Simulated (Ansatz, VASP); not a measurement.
## Cu in VASP and in Ansatz

File INCAR:

```
PREC = Accurate
ENCUT = 520
EDIFF = 1E-6
ISMEAR = 0
SIGMA = 0.1
LREAL = F
LASPH = T
NELM = 100
ALGO = Normal
ISIF = 2
LWAVE = F
LCHARG = T
GGA = PS
LELF = T
LVHAR = T
NBANDS = 30
```

Contents of KPOINTS:

```
regular mesh
0
Gamma
  6 6 6
```

The input POSCAR:

```
Cu
1.0
    1.4180567933     -4.4983674713      0.0000000000
    1.4180567933      4.4983674713      0.0000000000
    0.0000000000      0.0000000000      3.7529237189
Cu
4
Direct
    0.0980000000      0.9020000000      0.9100000000
    0.5980000000      0.4020000000      0.5900000000
    0.9020000000      0.0980000000      0.0900000000
    0.4020000000      0.5980000000      0.4100000000
```

Input for Ansatz:

```yaml
crystal:
  lattice:
    - [1.4180567933, -4.4983674713, 0.0]
    - [1.4180567933, 4.4983674713, 0.0]
    - [0.0, 0.0, 3.7529237189]
  atoms:
    - { symbol: Cu, position: [0.098, 0.902, 0.91] }
    - { symbol: Cu, position: [0.598, 0.402, 0.59] }
    - { symbol: Cu, position: [0.902, 0.098, 0.09] }
    - { symbol: Cu, position: [0.402, 0.598, 0.41] }
basis:
  ecutwfc: 420
kpoints:
  mp_grid: { grid: [6, 6, 6] }
hamiltonian:
  xc: pbesol
scf:
  occupations: { method: gaussian, width: 0.1 }
  lower_state_search: "off"
output:
  forces: true
  stress: true
  eigenvalues: true
```

Alike in both runs: task single point; functional PBEsol; k mesh 6 × 6 × 6; occupations gaussian, width 0.1 eV; no spin polarisation.

|  | VASP | Ansatz |
| --- | --- | --- |
| version | VASP 6.6.1 | Ansatz 0.2.0 |
| potentials or method | VASP PAW PBE potentials, release 64 (Cu) | scalar-relativistic, plane waves, PAW |
| plane-wave cutoff (eV) | 520 | 420 |
| valence electrons in the cell | 44 | 76 |

|  | VASP | Ansatz | Ansatz less VASP |
| --- | --- | --- | --- |
| gap on the k mesh at the Fermi level (eV) | none | none | - |
| rms of the force components (eV/Å) | 6.767 | 6.687 | -0.0801 |

Atom by atom the forces differ by 0.080 eV/Å (rms over components). A gap of «none» marks a metal or a gap that the smearing closes. With one functional, cell and mesh, what is left measures potentials, basis and numerics. The two sets of potentials don't hold the same shells in valence.

Caveats: the k mesh is coarse (spacing up to 0.39 Å⁻¹), so the values aren't converged; the PAW data sets were made with another functional, which shifts forces and pressure a little (VASP).
